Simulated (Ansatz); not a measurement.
# TiAl3: the cost of one run

Method: DFT PBEsol, scalar-relativistic, plane waves, PAW, in Ansatz 0.2.0.

1 further run of the same task is left out (set aside as unsound or not needed). Runs told in other sessions of the task aren't counted.

**1. Starting point**

The structure is tetragonal, space group I4/mmm (No. 139). Conventional cell: a = 3.815 Å, b = 3.815 Å, c = 8.553 Å, α = 90.00°, β = 90.00°, γ = 90.00°. Around Ti (site symmetry 4/mmm) lie 12 Al at 2.70 to 2.87 Å. Around Al (site symmetry 4/mmm) lie 4 Ti at 2.70 Å and 8 Al at 2.87 Å. Around Al (site symmetry -4m2) lie 8 Al at 2.70 to 2.87 Å and 4 Ti at 2.87 Å.

Structure file:

```cif
data_structure
_symmetry_space_group_name_H-M 'P 1'
_symmetry_Int_Tables_number 1
_cell_length_a 5.0564
_cell_length_b 5.0564
_cell_length_c 5.0564
_cell_angle_alpha 135.672
_cell_angle_beta 135.672
_cell_angle_gamma 64.488
_cell_volume 62.25
loop_
_atom_site_label
_atom_site_type_symbol
_atom_site_fract_x
_atom_site_fract_y
_atom_site_fract_z
_atom_site_occupancy
Ti1 Ti 0.00000 0.00000 0.00000 1
Al1 Al 0.50000 0.50000 0.00000 1
Al2 Al 0.75000 0.25000 0.50000 1
Al3 Al 0.25000 0.75000 0.50000 1
```

It goes back to an entry of the Materials Project, which need not be the stable form.

It is the result of an earlier relaxation at this level (volume 15.56 Å³/atom; gap on the mesh: none (metal)).

**2. What is varied**

The energy is mapped over a normal mode and a strain (zone-centre modes of the cell shown) (x along [1 0 0], y along [0 1 0], z along [0 0 1] of the conventional cell).

The axes are (1) amplitude of mode 9 (343 cm⁻¹), largest displacement in the unstrained cell: 7 values from −0.113 Å; (2) strain +e along z and -e/2 along x and y: 7 values from −7.00 %.

Nothing else is relaxed (the pattern is fixed in fractional coordinates). Energies count from the relaxed high-symmetry cell. Points are written as (first, second).

The modes come from a phonon run on the reference cell, made beforehand.

Displacement patterns for an amplitude of 1 (Å):

| atom | x1 | y1 | z1 |
| --- | --- | --- | --- |
| Ti1 | 0.000 | 0.000 | 0.000 |
| Al2 | 0.000 | 0.000 | 0.000 |
| Al3 | 1.000 | 0.000 | 0.000 |
| Al4 | -1.000 | 0.000 | 0.000 |

**3. The run at (−0.038 Å, −7.00 %)**

input.yaml

```yaml
crystal:
  lattice:
    - [-1.9743358609, 1.9743358609, 3.9772072446]
    - [1.9743358609, -1.9743358609, 3.9772072446]
    - [1.9743358609, 1.9743358609, -3.9772072446]
  atoms:
    - { symbol: Ti, position: [0.0, 0.0, 0.0] }
    - { symbol: Al, position: [0.5, 0.5, 0.0] }
    - { symbol: Al, position: [0.75, 0.2401183226, 0.4901183226] }
    - { symbol: Al, position: [0.25, 0.7598816774, 0.5098816774] }
basis:
  ecutwfc: 520.0
kpoints:
  mp_grid: { grid: [14, 14, 14] }
hamiltonian:
  xc: pbesol
  pseudopotentials: { kind: paw, azcp: { folder: soft_1 } }
scf:
  occupations: { method: gaussian, width: 0.15 }
output:
  forces: true
  stress: true
  eigenvalues: true
```

Command:

```bash
$ ansatz run input.yaml --threads 2 --pin off --max-ram 4096MiB --backend cpu --events-out ev --progress --plain --runs-dir out
```

What time and memory should one allow on 2 threads of Arm Neoverse N1, shared host?

About 49 s, with a peak of 0.99 GiB.
